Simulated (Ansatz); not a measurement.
# ZrS2: straining the crystal, a stretch of c alone

One table from this session's results is given with a row withheld; the runs are named, their logs left out.

Computed with Ansatz 0.2.0 (DFT PBEsol, scalar-relativistic, plane waves, PAW, unless a step's input says otherwise).

2 further runs of the same task are left out: 2 set aside as unsound or not needed.

## The system as given

It takes space group P-3m1 (No. 164, trigonal). Conventional cell: a = 3.627 Å, b = 3.627 Å, c = 5.887 Å, α = 90.00°, β = 90.00°, γ = 120.00°. Zr (site symmetry -3m) is surrounded by 6 S at 2.55 Å. Around S (site symmetry 3m) lie 3 Zr at 2.55 Å.

As a file:

```cif
data_structure
_symmetry_space_group_name_H-M 'P-3m1'
_symmetry_Int_Tables_number 164
_cell_length_a 3.6274
_cell_length_b 3.6274
_cell_length_c 5.8868
_cell_angle_alpha 90.000
_cell_angle_beta 90.000
_cell_angle_gamma 120.000
_cell_volume 67.08
loop_
_atom_site_label
_atom_site_type_symbol
_atom_site_symmetry_multiplicity
_atom_site_Wyckoff_symbol
_atom_site_fract_x
_atom_site_fract_y
_atom_site_fract_z
_atom_site_occupancy
Zr1 Zr 1 a 0.00000 0.00000 0.00000 1
S1 S 2 d 0.66667 0.33333 0.75316 1
```

It goes back to an entry of the Materials Project.

This cell was relaxed beforehand with the same method: volume 22.36 Å³/atom, gap on the mesh 0.77 eV.

The unstrained cell comes from an earlier run at this level (3 atoms, E(σ→0) -5903.1556 eV, gap 0.76 eV over the zone).

The first run:

Input file input.yaml:

```yaml
crystal:
  lattice:
    - [3.6273720858, 0.0, 0.0]
    - [-1.8136860429, 3.1413963753, 0.0]
    - [0.0, 0.0, 5.8278935527]
  atoms:
    - { symbol: Zr, position: [0.0, 0.0, 0.0] }
    - { symbol: S, position: [0.6666666667, 0.3333333333, 0.7531561001] }
    - { symbol: S, position: [0.3333333333, 0.6666666667, 0.2468438999] }
basis:
  ecutwfc: 420
kpoints:
  mp_grid: { grid: [12, 12, 6] }
hamiltonian:
  xc: pbesol
scf:
  occupations: { method: gaussian, width: 0.02 }
output:
  forces: true
  stress: true
  eigenvalues: true
relax:
  adjacent_minimum: "off"
  f_tol: 0.008
  max_steps: 40
```

Launch:

```sh
ansatz run input.yaml --threads 1 --pin off --max-ram 2560MiB --backend cpu --events-out ev --progress --plain --runs-dir out
```

Among the steps run: The cell strained by -1.0 %; Band edges over the zone at -1.0 %; Strain +1.0 %; Band edges over the zone at +1.0 %; Strain -2.0 %; The gap over the whole zone at -2.0 %; The cell strained by +2.0 %; The gap over the whole zone at +2.0 %; Strain -3.0 %; Seeking the band edges at -3.0 %; Strain +3.0 %; Band edges over the zone at +3.0 %.

One of the session's tables, all rows but one given; the rest of the session is left out.

Lengths are those of the vectors of the cell that was run; stresses in GPa:

```
strain (%)  ΔE (meV/atom)  c (Å)
      -3.0            1.7  5.710
      -2.0            0.7  5.769
      -1.0              ?      ?
      +0.0            0.0  5.887
      +1.0            0.1  5.946
      +2.0            0.5  6.004
      +3.0            1.0  6.063
```

**Question.** Estimate the row for strain (%) = -1.0.

Worked estimate for «ΔE (meV/atom)». A straight line through the neighbours (-2.0, 0.7) and (0.0, 0.0) gives 0.7 + (0.0 − 0.7) × (-1.0 + 2.0) / (0.0 + 2.0) = 0.3; a parabola fitted to 4 rows on both sides gives 0.2.

**Answer.** ΔE (meV/atom): 0.2; c (Å): 5.828. In «ΔE (meV/atom)» the line misses by +0.1 and the parabola by 0.0.

ΔE is over the unstrained cell. Stress in GPa, positive in compression, on the Cartesian axes of the input.

Limits of these values: Layers here are held mostly by dispersion, which this level lacks, so their spacing and the stiffness across them are unreliable there. Warnings in the runs' records: stress scf threshold loose.
